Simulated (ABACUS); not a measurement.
# ZnSe (Stilleite) (F-43m) in ABACUS: settings compared

Aim: see how the results for ZnSe (Stilleite) move with the level of theory and the settings. Levels: revPBE, TM. Tasks: relaxation of cell and atoms, single point.

All numbers are computed with ABACUS 3.10.1; they aren't measurements. Logs are shortened: lines on timing, memory, paths and dates and some standing lists are left out, and cuts for length are marked.

**What was measured.**

From “Alloy Disordering Effects on the Thermal Conductivity and Energy Gap Temperature Dependence of Cd1−xZnxSe Ternary Crystals Grown by the Bridgman Method”, 2023, pmc:10253836, for a bulk crystal of ZnSe at 300 K: band gap 2.695 ± 0.003 eV (an exciton energy, a little under the gap).

How close the calculation comes is told below.

### 1 The structure

The structure is cubic, space group F-43m (No. 216). The conventional cell has a = 5.668 Å, b = 5.668 Å, c = 5.668 Å, α = 90.00°, β = 90.00°, γ = 90.00°. Se (site symmetry -43m) is surrounded by 4 Zn at 2.45 Å. Zn (site symmetry -43m) is surrounded by 4 Se at 2.45 Å.

### 2 Relaxation of cell and atoms, revPBE

File INPUT:

```
INPUT_PARAMETERS
suffix              ZnSe
calculation         cell-relax
basis_type          pw
pseudo_dir          ./
symmetry            1
dft_functional      revpbe
ecutwfc             87
pseudo_rcut         7
nspin               1
nbands              22
ks_solver           dav
smearing_method     fd
smearing_sigma      0.00367493
scf_thr             1e-08
scf_nmax            100
mixing_type         broyden
mixing_beta         0.7
cal_force           1
cal_stress          1
relax_nmax          60
force_thr_ev        0.01
relax_method        cg
out_stru            1
stress_thr          1
kpar                4
```

File STRU:

```
ATOMIC_SPECIES
Se 78.9710 Se.upf
Zn 65.3800 Zn.upf

LATTICE_CONSTANT
7.5732633804

LATTICE_VECTORS
0.0000000000 0.7071067812 0.7071067812
0.7071067812 0.0000000000 0.7071067812
0.7071067812 0.7071067812 0.0000000000

ATOMIC_POSITIONS
Cartesian

Se
0.0
1
1.0606601718 1.0606601718 1.0606601718 1 1 1

Zn
0.0
1
0.0000000000 0.0000000000 0.0000000000 1 1 1
```

File KPT:

```
K_POINTS
0
Gamma
6 6 6 0 0 0
```

Potentials or basis: Ansatz NC PBE, plane waves.

On the command line:

```
$ OMP_NUM_THREADS=1 mpirun -np 4 abacus > log
```

running log:

```text
[... set-up lines left out ...]
 PW ALGORITHM --------------- ION=   1  ELEC=   1--------------------------------

 Notice: Threshold on eigenvalues was too large.
 hsover_error=0.36 > DRHO=0.0647071
 Origin diag ethr = 0.01
 New diag ethr = 0.000179742
[... 104 lines left out ...]
 charge density convergence is achieved
 final etot is -8990.2937136 eV
 EFERMI = 9.2378194627 eV

 STATE ENERGY(eV) AND OCCUPATIONS    NSPIN == 1
[... levels at 4 further k points ...]

------------------------------------------------------------------------------------------
 TOTAL-FORCE (eV/Angstrom)
------------------------------------------------------------------------------------------
                       Se1         0.0000000000         0.0000000000         0.0000000000
                       Zn1         0.0000000000         0.0000000000         0.0000000000
------------------------------------------------------------------------------------------
[... 13 lines left out ...]
 Largest gradient in stress is 41.584219 kbar.
 Threshold is 1.000000 kbar.

 Relaxation is not converged yet!
CARTESIAN COORDINATES ( UNIT =       7.573263380400 Bohr ).
    atom                   x                   y                   z     mag                  vx                  vy                  vz
tauc_Se1            1.0919837753        1.0919837753        1.0919837753  0.0000        0.0000000000        0.0000000000        0.0000000000
tauc_Zn1           -0.0000000000        0.0000000000        0.0000000000  0.0000        0.0000000000        0.0000000000        0.0000000000

                          Volume (Bohr^3) = 335.161371
                             Volume (A^3) = 49.665732

 Lattice vectors: (Cartesian coordinate: in unit of a_0)
            -0.000000           +0.727989           +0.727989
            +0.727989           +0.000000           +0.727989
            +0.727989           +0.727989           -0.000000
 Reciprocal vectors: (Cartesian coordinate: in unit of 2 pi/a_0)
            -0.686823           +0.686823           +0.686823
            +0.686823           -0.686823           +0.686823
            +0.686823           +0.686823           -0.686823

 -------------------------------------------
 STEP OF RELAXATION : 2
 -------------------------------------------

[... set-up of the moved cell ...]

 PW ALGORITHM --------------- ION=   2  ELEC=   1--------------------------------
 Notice: Threshold on eigenvalues was too large.
 hsover_error=0.360000 > DRHO=0.000356
 Origin diag ethr = 0.010000
 New diag ethr = 0.000001

 Density error is 0.000168548598
                          Error Threshold = 0.000000988033
----------------------------------------------------------
[... 16 lines left out ...]
 E_KS(sigma->0) -660.7768689381      -8990.3305241568
 E_Harris       -660.7770887975      -8990.3335154976
 E_band         -75.8153707813       -1031.5210386088
 E_one_elec     -504.6875635000      -6866.6265733370
 E_Hartree      256.7754872729       3493.6097336380
 E_xc           -93.5516744311       -1272.8358297033
 E_Ewald        -319.3131182668      -4344.4778545767
 E_entropy(-TS) -0.0000000261        -0.0000003555
 E_descf        0.0000000000         0.0000000000
[... 4 lines left out ...]
 charge density convergence is achieved
 final etot is -8990.33052433452 eV
 EFERMI = 7.80028824159 eV

 STATE ENERGY(eV) AND OCCUPATIONS    NSPIN == 1
[... levels at 4 further k points ...]

------------------------------------------------------------------------------------------
 TOTAL-FORCE (eV/Angstrom)
------------------------------------------------------------------------------------------
                       Se1         0.0000000000         0.0000000000         0.0000000000
                       Zn1         0.0000000000         0.0000000000         0.0000000000
------------------------------------------------------------------------------------------
[... 13 lines left out ...]
 Largest gradient in stress is 9.447472 kbar.
 Threshold is 1.000000 kbar.

 Relaxation is not converged yet!
CARTESIAN COORDINATES ( UNIT =       7.573263380400 Bohr ).
    atom                   x                   y                   z     mag                  vx                  vy                  vz
tauc_Se1            1.0851352339        1.0851352339        1.0851352339  0.0000        0.0000000000        0.0000000000        0.0000000000
tauc_Zn1            0.0000000000        0.0000000000        0.0000000000  0.0000        0.0000000000        0.0000000000        0.0000000000

                          Volume (Bohr^3) = 328.894792
                             Volume (A^3) = 48.737122

 Lattice vectors: (Cartesian coordinate: in unit of a_0)
            +0.000000           +0.723423           +0.723423
            +0.723423           +0.000000           +0.723423
            +0.723423           +0.723423           -0.000000
 Reciprocal vectors: (Cartesian coordinate: in unit of 2 pi/a_0)
            -0.691158           +0.691158           +0.691158
            +0.691158           -0.691158           +0.691158
            +0.691158           +0.691158           -0.691158

 -------------------------------------------
 STEP OF RELAXATION : 3
 -------------------------------------------

[... set-up of the moved cell ...]

 PW ALGORITHM --------------- ION=   3  ELEC=   1--------------------------------
 Notice: Threshold on eigenvalues was too large.
 hsover_error=0.360000 > DRHO=0.000428
 Origin diag ethr = 0.010000
 New diag ethr = 0.000001

 Density error is 0.000255935799
                          Error Threshold = 0.000001188006
----------------------------------------------------------
     Energy           Rydberg                 eV
----------------------------------------------------------
 E_KohnSham     -660.7770206828      -8990.3325887496
 E_Harris       -660.6812760689      -8989.0299164483
 E_Fermi        0.5938737468         8.0800668492
----------------------------------------------------------

[... 4 further cycles ...]
 PW ALGORITHM --------------- ION=   3  ELEC=   6--------------------------------

 Density error is 0.000000001195
                          Error Threshold = 0.000000000101
----------------------------------------------------------
     Energy           Rydberg                 eV
----------------------------------------------------------
 E_KohnSham     -660.7770693670      -8990.3332511327
 E_KS(sigma->0) -660.7770693602      -8990.3332510401
 E_Harris       -660.7765714930      -8990.3264772098
 E_band         -75.2267955661       -1023.5130619797
 E_one_elec     -501.2393735923      -6819.7115428064
 E_Hartree      255.3556624532       3474.2920259278
 E_xc           -93.5649804119       -1273.0168668603
 E_Ewald        -321.3283778023      -4371.8968672086
 E_entropy(-TS) -0.0000000136        -0.0000001853
 E_descf        0.0000000000         0.0000000000
[... 124 lines left out ...]
 Largest gradient in stress is 0.225425 kbar.
 Threshold is 1.000000 kbar.

 Relaxation is converged!

 --------------------------------------------
 !FINAL_ETOT_IS -8990.3332511327207612 eV
 --------------------------------------------
```

Wall time 23 s (4 MPI ranks of Intel Xeon Platinum 8223CL at 3.00GHz (Skylake/Cascade Lake), shared host); peak memory 0.44 GiB.

Results:

```
Free energy                            : -8990.3333 eV
Relaxed volume                         : 24.37 Å³/atom
Relaxed cell                           : a = 4.100 Å, b = 4.100 Å, c = 4.100 Å, α = 60.00°, β = 60.00°, γ = 60.00°
Space group after relaxing (to 0.05 Å) : F-43m (No. 216)
Energy gained by relaxing              : 19.8 meV/atom
Ionic steps                            : 3
Pressure after relaxing                : 0.0 GPa
Band gap on the k mesh                 : 1.16 eV, direct
```

Step by step:
| step | energy change (eV) | largest force (eV/Å) | pressure (GPa) | volume (Å³) |
| --- | --- | --- | --- | --- |
| 1 | 0.0000 | 0.0000 | 4.16 | 45.51 |
| 2 | -0.0368 | 0.0000 | -0.94 | 49.67 |
| 3 | -0.0395 | 0.0000 | 0.02 | 48.74 |

Final structure:
```cif
data_structure
_symmetry_space_group_name_H-M 'P 1'
_symmetry_Int_Tables_number 1
_cell_length_a 4.1001
_cell_length_b 4.1001
_cell_length_c 4.1001
_cell_angle_alpha 60.000
_cell_angle_beta 60.000
_cell_angle_gamma 60.000
_cell_volume 48.74
loop_
_atom_site_label
_atom_site_type_symbol
_atom_site_fract_x
_atom_site_fract_y
_atom_site_fract_z
_atom_site_occupancy
Se1 Se 0.75000 0.75000 0.75000 1
Zn1 Zn 0.00000 0.00000 0.00000 1
```

Levels at points of the mesh, in eV from the valence-band top:
```csv
k point,band 14,band 15,band 16,band 17,band 18,band 19,band 20,band 21
"(0.00, 0.00, 0.00)",-6.02,-6.02,0.00,0.00,0.00,1.16,5.87,5.87
"(0.50, 0.50, 0.50)",-6.01,-5.88,-4.76,-0.77,-0.77,2.53,6.44,6.44
"(0.50, 0.50, 0.00)",-5.98,-5.86,-4.42,-1.94,-1.94,3.24,3.54,10.39
```

Caveat: the potentials were made for another functional, which shifts forces and pressure.

[end of part 1 of 2]
